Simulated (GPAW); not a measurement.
# Fe1 on MgO3 001: anisotropy with GPAW

Aim: the anisotropy of Fe1 on MgO3 001 from the Kohn–Sham states of one collinear run.

Program: GPAW 26.7.0. Level of theory: PBE; plane waves with GPAW's PAW setups, scalar-relativistic. Results are calculated unless marked as measured.

### Step 1. The structure

The cell holds 7 atoms: 3 Mg, 3 O and 1 Fe. Its edges and angles: a = 2.978 Å, b = 2.978 Å, c = 18.362 Å, α = 90.0°, β = 90.0°, γ = 90.0°. ideal sites on the substrate's mesh, layer spacings from atomic volumes, unrelaxed, 12 A of vacuum. Vacuum lies along c.

### Step 2. The magnetic state

All later steps read the density of this run.

The input, order1.py:

```python
import json
import numpy as np
from ase import Atoms
from ase.parallel import paropen, parprint
from gpaw import GPAW

atoms = Atoms(['Mg', 'O', 'Mg', 'O', 'Mg', 'O', 'Fe'],
    cell=[[2.978334, 0.0, 0.0],
         [0.0, 2.978334, 0.0],
         [0.0, 0.0, 18.362]],
    scaled_positions=[[0.0, 0.0, 0.326762],
         [0.5, 0.5, 0.326762],
         [0.5, 0.5, 0.441455],
         [0.0, 0.0, 0.441455],
         [0.0, 0.0, 0.556149],
         [0.5, 0.5, 0.556149],
         [0.5, 0.5, 0.673238]],
    pbc=True,
    magmoms=[0.0, 0.0, 0.0, 0.0, 0.0, 0.0, 2.6])
atoms.calc = GPAW(mode={'name': 'pw', 'ecut': 600},
    xc='PBE',
    kpts={'size': (16, 16, 1), 'gamma': True},
    occupations={'name': 'fermi-dirac', 'width': 0.05},
    convergence={'density': 1e-05, 'energy': 1e-05},
    maxiter=250,
    mixer={'name': 'pulay', 'beta': 0.03, 'nmaxold': 8, 'weight': 100},
    symmetry={'tolerance': 1e-4},
    txt='order1.txt')
e = atoms.get_potential_energy(force_consistent=True)
res = {'free_energy': e, 'energy_sigma0': atoms.get_potential_energy(), 'fermi_energy': atoms.calc.get_fermi_level()}
res['moments'] = atoms.get_magnetic_moments().tolist()
res['total'] = atoms.get_magnetic_moment()
parprint('site moments (muB):', np.round(res['moments'], 3))
parprint(f"total moment: {res['total']:.3f} muB")
parprint(f'free energy: {e:.6f} eV')
atoms.calc.write('order1.gpw')
with paropen('results.json', 'w') as f:
    json.dump(res, f)
```

Run with:

```bash
$ OMP_NUM_THREADS=1 mpirun -n 8 gpaw python order1.py > order1.log
```

The program printed:

```text
site moments (muB): [ 0.000e+00  0.000e+00  2.000e-03  1.000e-03 -1.200e-02  3.300e-02
  3.088e+00]
total moment: 3.290 muB
free energy: -42.197550 eV

--- order1.txt ---
Input parameters:
  mode=PW(ecut=600),
  convergence={'density': 1e-05, 'energy': 1e-05},
  kpts=MonkhorstPack(size=(16, 16, 1), gamma=True),
  maxiter=250,
  mixer=Pulay(name='pulay', nmaxold=8, beta=0.03, weight=100, sigma=0.015, g_ss=None),
  occupations=Occupations(name='fermi-dirac', width=0.05),
  symmetry=Symmetry(tolerance=0.0001),
  xc=XC(name='PBE')

Diagonalizing LCAO Hamiltonian
Converting LCAO to pw mode
   .------.
  /|      |
 * |      |
 | |      |
 | |      |
 | |      |
 | |      |
 | |      |
 | |      |
 | | Fe   |
 | |      |
 | | O    |
 Mg|      |
 | |      |
 | | Mg   |
 O |      |
 | | O    |
 Mg|      |
 | |      |
 | |      |
 | |      |
 | |      |
 | |      |
 | .------.
 |/      /
 *------*

Atoms  # Å, Bohr magnetons
|   | symbol |        x |        y |         z |    initial magnetic moments |
|---|--------|----------|----------|-----------|-----------------------------|
| 0 |     Mg | 0.000000 | 0.000000 |  6.000004 | ( 0.0000,  0.0000,  0.0000) |
| 1 |      O | 1.489167 | 1.489167 |  6.000004 | ( 0.0000,  0.0000,  0.0000) |
| 2 |     Mg | 1.489167 | 1.489167 |  8.105997 | ( 0.0000,  0.0000,  0.0000) |
| 3 |      O | 0.000000 | 0.000000 |  8.105997 | ( 0.0000,  0.0000,  0.0000) |
| 4 |     Mg | 0.000000 | 0.000000 | 10.212008 | ( 0.0000,  0.0000,  0.0000) |
| 5 |      O | 1.489167 | 1.489167 | 10.212008 | ( 0.0000,  0.0000,  0.0000) |
| 6 |     Fe | 1.489167 | 1.489167 | 12.361996 | ( 0.0000,  0.0000,  2.6000) |

Unit cell  # Å
| periodic |        x |        y |         z |   lengths |    angles |
|----------|----------|----------|-----------|-----------|-----------|
|      yes | 2.978334 | 0.000000 |  0.000000 |  2.978334 | 90.000000 |
|      yes | 0.000000 | 2.978334 |  0.000000 |  2.978334 | 90.000000 |
|      yes | 0.000000 | 0.000000 | 18.362000 | 18.362000 | 90.000000 |

Number of symmetries: 8

BZ-sampling:
  Number of BZ points: 256
  Number of IBZ points: 45

  Monkhorst-Pack size: [16, 16, 1]
  Monkhorst-Pack shift: [0.03125, 0.03125, 0.0]

Plane wave coefficients: 5496
Cutoff: 600.0 eV

Spin-components: 2 (collinear spins)
Bands:           40
Projectors:      36
Spin-degeneracy: 1
Datatype:        complex128

Parallelization:
  kpt:    8
  domain: 1
  band:   1

Density:
  Valence electrons: 56.0
  Components: 2
  Grid points: [ 18  18 105]
  Charge: 0.0  # |e|

Potential:
  Grid points: [ 18  18 105]

[... setups left out ...]
Reference energy: -57090.946169  # eV

eigensolver:
  PPCG
  Converge bands: occupied
  niter=2

density mixing:
  Pulay-Mixer
  Linear mixing parameters: 0.03
  Old densities: 8
  Fourier metric: weight=100, sigma=0.015

occupation numbers:
  Fermi-Dirac:
    width: 0.0500  # eV

poisson solver:
  ecut: 4800.0  # eV

xc functional:
  name: PBE with 2 nearest neighbor stencil

convergence criteria:
- Maximum integral of absolute [dens]ity change: 1e-05 electrons / valence electron
- Maximum [total energy] change in last 3 cyles: 1e-05 eV / valence electron
- Maximum integral of absolute [eigenst]ate change: 4e-08 eV^2 / valence electron
maximum number of iterations: 250

SCF iterations
|iter     |      energy | eigst |  dens |  magmom |
|---------|-------------|-------|-------|---------|
|iter:   1|       0s |  -46.733710 | +0.36 |       |  +2.6047|
|iter:   2|      11s |  -45.909101 | -1.22 | -0.91 |  +2.6156|
|iter:   3|      22s |  -42.288305 | -0.53 | -0.95 |  +2.7111|
|iter:   4|      32s |  -42.151412 | -1.54 | -1.23 |  +2.7479|
|iter:   5|      42s |  -42.139477 | -1.70 | -1.26 |  +2.9202|
|iter:   6|      53s |  -42.127381 | -3.08 | -1.42 |  +2.9195|
|iter:   7|      63s |  -42.164509 | -2.99 | -1.43 |  +2.9656|
|iter:   8|      73s |  -42.195520 | -1.51 | -1.47 |  +3.2005|
|iter:   9|      85s |  -42.185441 | -2.65 | -1.86 |  +3.2069|
|iter:  10|      95s |  -42.178750 | -2.71 | -1.90 |  +3.2732|
[... 19 iterations left out ...]
|iter:  30|     293s |  -42.182879c| -7.74c| -4.25 |  +3.2923|
|iter:  31|     298s |  -42.182881c| -7.63c| -4.28 |  +3.2919|
|iter:  32|     303s |  -42.182881c| -7.96c| -4.37 |  +3.2919|
|iter:  33|     309s |  -42.182882c| -7.64c| -4.38 |  +3.2914|
|iter:  34|     315s |  -42.182882c| -7.76c| -4.53 |  +3.2914|
|iter:  35|     320s |  -42.182882c| -8.41c| -4.54 |  +3.2913|
|iter:  36|     325s |  -42.182883c| -8.06c| -4.55 |  +3.2910|
|iter:  37|     330s |  -42.182884c| -8.18c| -4.67 |  +3.2908|
|iter:  38|     335s |  -42.182887c| -7.60c| -4.76 |  +3.2903|
|iter:  39|     341s |  -42.182887c| -8.13c| -5.01c|  +3.2903|

Converged in 39 steps
Energy contributions relative to reference atoms: (reference = -57090.946169)

Energy contributions:
  Kinetic:          37.595928
  Coulomb:         -31.259343
  Zero:              0.320183
  External:          0.000000
  Xc:              -48.824991
  Entropy:          -0.029327
  Spinorbit:         0.000000
  ----------------------------
  Free energy:     -42.197550
  Extrapolated:    -42.182887

dipole moment: (-16.894668, -16.894668, -0.240435)  # |e|*Ang

Total magnetic moment: (0.000000, 0.000000, 3.290279)

Local magnetic moments
|        x |        y |         z |
|----------|----------|-----------|
| 0.000000 | 0.000000 |  0.000013 |  # Mg   0
| 0.000000 | 0.000000 |  0.000072 |  # O    1
| 0.000000 | 0.000000 |  0.002189 |  # Mg   2
| 0.000000 | 0.000000 |  0.001424 |  # O    3
| 0.000000 | 0.000000 | -0.011799 |  # Mg   4
| 0.000000 | 0.000000 |  0.033110 |  # O    5
| 0.000000 | 0.000000 |  3.088426 |  # Fe   6

Fermi level: 1.853
Eigenvalues  # (at kpt = [0.000, 0.000, 0.000])
| band index |      eig [eV] | occ [0-1] |      eig [eV] | occ [0-1] |
|------------|---------------|-----------|---------------|-----------|
|          0 |       -74.180 |     1.000 |       -74.180 |     1.000 |
|        ... |               |           |               |           |
|         20 |        -2.194 |     1.000 |        -1.996 |     1.000 |
|         21 |        -2.071 |     1.000 |        -1.996 |     1.000 |
|         22 |        -2.071 |     1.000 |        -1.451 |     1.000 |
|         23 |        -1.472 |     1.000 |        -1.451 |     1.000 |
|         24 |        -1.472 |     1.000 |        -1.393 |     1.000 |
|         25 |        -1.090 |     1.000 |         0.950 |     1.000 |
|         26 |        -0.495 |     1.000 |         2.241 |     0.000 |
|         27 |        -0.495 |     1.000 |         2.361 |     0.000 |
|         28 |        -0.229 |     1.000 |         2.598 |     0.000 |
|         29 |        -0.119 |     1.000 |         2.598 |     0.000 |
|         30 |         2.329 |     0.000 |         3.280 |     0.000 |
|         31 |         3.199 |     0.000 |         3.617 |     0.000 |
|         32 |         4.795 |     0.000 |         4.862 |     0.000 |
|         33 |         5.189 |     0.000 |         5.454 |     0.000 |
|         34 |         6.696 |     0.000 |         6.781 |     0.000 |
|         35 |         7.166 |     0.000 |         7.347 |     0.000 |
|        ... |               |           |               |           |
|         39 |        12.506 |     0.000 |        12.619 |     0.000 |

No gap
No difference between direct/indirect transitions
```

Run time: 6.1 min. Hardware: 8 MPI ranks of Intel Xeon at 2.50GHz (Skylake/Cascade Lake), shared host; peak memory 2.3 GiB.

Spin moment in the augmentation sphere by atom:

```tsv
atom	spin moment in the augmentation sphere (μB)
Mg1	0.00
O2	0.00
Mg3	0.00
O4	0.00
Mg5	-0.01
O6	0.03
Fe7	3.09
```

Numbers from this step:

| Item | Value |
| --- | --- |
| magnetization | 3.290 μB |
| final state | ferromagnetic |

After 39 cycles the largest moment stands at 3.09 μB.

### Step 3. Non-self-consistent run

The steps that follow sum over empty states, which the ground-state run does not converge; 58 states a spin are converged here at the frozen density and written with their wave functions.

It starts from the saved density of the lowest of the states tried.

The input, nscf.py:

```python
from gpaw import GPAW

calc = GPAW('order1.gpw').fixed_density(
    kpts={'size': (24, 24, 1), 'gamma': True},
    nbands=62,
    convergence={'bands': 58, 'eigenstates': 1e-9},
    eigensolver='ppcg',
    parallel={'domain': 1},
    txt='nscf.txt')
calc.write('nscf.gpw', mode='all')
```

Run with:

```bash
$ OMP_NUM_THREADS=1 mpirun -n 8 gpaw python nscf.py > nscf.log
```

The program printed:

```text
Input parameters:
  mode=PW(ecut=600),
  convergence={'bands': 58, 'eigenstates': 1e-09},
  eigensolver=PPCG(niter=2, min_niter=1, max_buffer_mem=209715200, blocksize=None, rr_modulo=5, include_cg=True, promote_inner_dtype=False, tolerances=None),
  gpts=array([ 18,  18, 105]),
  kpts=MonkhorstPack(size=(24, 24, 1), gamma=True),
  maxiter=250,
  mixer=Pulay(name='pulay', nmaxold=8, beta=0.03, weight=100, sigma=0.015, g_ss=None),
  nbands=62,
  occupations=Occupations(name='fermi-dirac', width=0.05),
  parallel={'domain': 1},
  symmetry=Symmetry(tolerance=0.0001),
  xc=XC(name='PBE')
```

Elapsed: 14 min, on 8 MPI ranks; peak memory 3.1 GiB.

### Step 4. Magnetocrystalline anisotropy

Spin–orbit coupling is added in the basis of the saved states for each direction of the moments. The change in the band energy is the anisotropy energy, with no new self-consistent run.

The input, anisotropy.py:

```python
import json
import numpy as np
from ase.parallel import paropen, parprint
from gpaw import GPAW
from gpaw.spinorbit import soc_eigenstates

calc = GPAW('nscf.gpw')
angles = [[0.0, 0.0], [90.0, 0.0], [90.0, 90.0]]  # theta, phi in degrees
res = {'rows': []}
for scale in [1.0]:
    e0 = None
    for theta, phi in angles:
        soc = soc_eigenstates(calc, n2=58, scale=scale, theta=theta, phi=phi)
        e = soc.calculate_band_energy()
        e0 = e if e0 is None else e0
        orbital = soc.get_orbital_magnetic_moments()
        res['rows'].append([scale, theta, phi, 1000 * (e - e0), orbital.tolist()])
        parprint(f'scale {scale} theta {theta:6.1f} phi {phi:6.1f}  dE = {1000 * (e - e0):9.4f} meV  |L| =', np.round(np.linalg.norm(orbital, axis=1), 4))
with paropen('results.json', 'w') as f:
    json.dump(res, f)
```

Run with:

```bash
$ OMP_NUM_THREADS=1 mpirun -n 8 gpaw python anisotropy.py > anisotropy.log
```

The program printed:

```text
scale 1.0 theta    0.0 phi    0.0  dE =    0.0000 meV  |L| = [0.000e+00 0.000e+00 1.000e-04 1.000e-04 1.000e-04 2.300e-03 1.674e-01]
scale 1.0 theta   90.0 phi    0.0  dE =    1.3075 meV  |L| = [0.000e+00 0.000e+00 2.000e-04 1.000e-04 8.000e-04 0.000e+00 1.112e-01]
scale 1.0 theta   90.0 phi   90.0  dE =    1.3075 meV  |L| = [0.000e+00 0.000e+00 2.000e-04 1.000e-04 8.000e-04 0.000e+00 1.112e-01]
```

The job ended after 17 s (8 MPI ranks; peak memory 3 GiB; 2.2 min of CPU time).

Directions, in the order of the table: the normal; the first cell vector; the in-plane normal to it.

Theta from the Cartesian z axis, phi from x; spin up lies along the direction. Anisotropy, by row:

```tsv
spin-orbit scale	theta (degrees)	phi (degrees)	band energy less the first direction's (meV a cell)	orbital moment of atom 7 along the direction (μB)	sum of orbital moments along the direction (μB a cell)
1	0	0	0	0.1674	0.1696
1	90	0	1.307	0.1112	0.1123
1	90	90	1.308	0.1112	0.1123
```

### Step 5. Outcome

```json
{
  "state": "ferromagnetic",
  "largest site moment": "3.09 μB",
  "spread of the directions' energies": "1.31 meV a cell",
  "easiest direction tried": "the normal"
}
```

In words: About the ferromagnetic state the directions differ by 1.31 meV a cell, with the normal easiest. No opposed order was compared. The anisotropy comes from the force theorem at a frozen potential; it needs a check on a finer mesh, and shape anisotropy is not in it.

[Logs and program files are shortened in this print: banners, set-up blocks, solver, clock and traceback lines can be left out without a mark of their own.]

[Logs are printed without paths, hosts, clocks, repeated set-up lines and the standing remarks that a program may print on its own settings, such as how far it seeks lower states.]

[Hosts, paths, dates, database ids (printed as entryN), source tags and the programs' standing remarks are cut or masked in the printed files.]

[Where a cell is said to come from a database of computed structures, the database is the Materials Project.]
